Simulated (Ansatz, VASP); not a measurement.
Cu in VASP and in Ansatz

```xyz
1
Lattice="-1.4526 1.4526 1.4526 1.4526 -1.4526 1.4526 1.4526 1.4526 -1.4526" Properties=species:S:1:pos:R:3 pbc="T T T"
Cu    0.0000    0.0000    0.0000
```

Alike in both runs: task single point; functional PBEsol; k mesh 17 × 17 × 17; occupations fermi-dirac, width 0.1 eV; no spin polarisation.

|  | VASP | Ansatz |
| --- | --- | --- |
| version | VASP 6.6.1 | Ansatz 0.2.0 |
| potentials or method | VASP PAW PBE potentials, release 64 (Cu) | plane waves (420 eV) with PAW, scalar-relativistic |
| plane-wave cutoff (eV) | 520 | 420 |
| valence electrons in the cell | 11 | 19 |

```tsv
	VASP	Ansatz	Ansatz less VASP
pressure (GPa)	-9.8	-10.5	-0.69
```

The two sets of potentials don't hold the same shells in valence. Ansatz warned: «pseudo_functional_mismatch».

Caveats: the PAW data sets were made with another functional, which shifts forces and pressure a little (VASP).
